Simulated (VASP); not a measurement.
A calculation with VASP 6.6.1 of Si (ASE script, Cartesian positions):

Contents of run.py:

```python
from ase.calculators.vasp import Vasp
from ase.dft.bandgap import bandgap
from ase.io import read

atoms = read('Si.xyz')
calc = Vasp(
    directory='calc',
    xc='pbe',
    pp='PBE',
    setups='gw',
    prec='Accurate',
    encut=550,
    ediff=1e-06,
    ismear=0,
    sigma=0.05,
    lreal=False,
    lasph=True,
    nelm=60,
    algo='Normal',
    isif=2,
    lwave=False,
    lcharg=False,
    kpts=[8, 8, 8],
    gamma=True,
    nbands=16,
)
atoms.calc = calc

print('energy (eV):', atoms.get_potential_energy())
print('free energy (eV):', atoms.get_potential_energy(force_consistent=True))
print('forces (eV/A):')
print(atoms.get_forces())
print('stress (eV/A^3, Voigt):', atoms.get_stress())
print('Fermi level (eV):', calc.get_fermi_level())
gap, top, bottom = bandgap(calc)
print('band gap (eV):', gap, 'from (spin, k, band)', top, 'to', bottom)
```

Si.xyz

```xyz
4
Lattice="-3.3254442900 3.3254442900 1.9223856600 3.3254442900 -3.3254442900 1.9223856600 3.3254442900 3.3254442900 -1.9223856600" Properties=species:S:1:pos:R:3 pbc="T T T"
Si    -2.1362583620      2.1362583620      1.9223856600
Si     2.1362583620     -2.1362583620      1.9223856600
Si     2.1362583620      2.1362583620      1.9223856600
Si     1.1891859280      1.1891859280      0.0000000000
```

Potentials or basis: VASP PAW PBE potentials, release 64 (Si_GW).

Launch:

```bash
$ python run.py
```

This isn't the form of Si at room conditions, which is diamond.

Problem. Write the same calculation in another form: native input, structure from a POSCAR.

Solution. As run:

File INCAR:

```
SYSTEM = Si
ALGO     = Normal         ! electronic algorithm
EDIFF    = 1E-6           ! SCF threshold, eV
ENCUT    = 550            ! plane-wave cutoff, eV
GGA      = PE             ! functional
ISIF     = 2              ! what is computed and relaxed
ISMEAR   = 0              ! smearing method
LASPH    = .True.         ! aspherical terms in the spheres
LCHARG   = .False.        ! write CHGCAR
LREAL    = .False.        ! projectors in reciprocal space
LWAVE    = .False.        ! write WAVECAR
NELM     = 60             ! most SCF steps
PREC     = Accurate       ! precision mode
SIGMA    = 0.05           ! smearing width, eV
```

Contents of KPOINTS:

```
k-points
0
Gamma
  8 8 8
  0 0 0
```

File POSCAR:

```
Si
1.0
   -3.3254442900      3.3254442900      1.9223856600
    3.3254442900     -3.3254442900      1.9223856600
    3.3254442900      3.3254442900     -1.9223856600
Si
4
Cartesian
   -2.1362583620      2.1362583620      1.9223856600
    2.1362583620     -2.1362583620      1.9223856600
    2.1362583620      2.1362583620      1.9223856600
    1.1891859280      1.1891859280      0.0000000000
```

Potentials or basis: VASP PAW PBE potentials, release 64 (Si_GW).

The run is started by

```console
$ cat potpaw_PBE.64/Si_GW/POTCAR > POTCAR
$ mpirun -np 1 vasp_std > vasp.out
```

Both were run:

|  | ASE script, Cartesian positions | native input, structure from a POSCAR |
| --- | --- | --- |
| Pressure | 1.4 GPa | 1.4 GPa |
| Largest force | 0.008 eV/Å | 0.008 eV/Å |
| Band gap on the k mesh | 0.26 eV, indirect (least direct gap 0.39 eV) | 0.26 eV, indirect (least direct gap 0.39 eV) |

Keys that steer only the numerical path or the files written may differ.
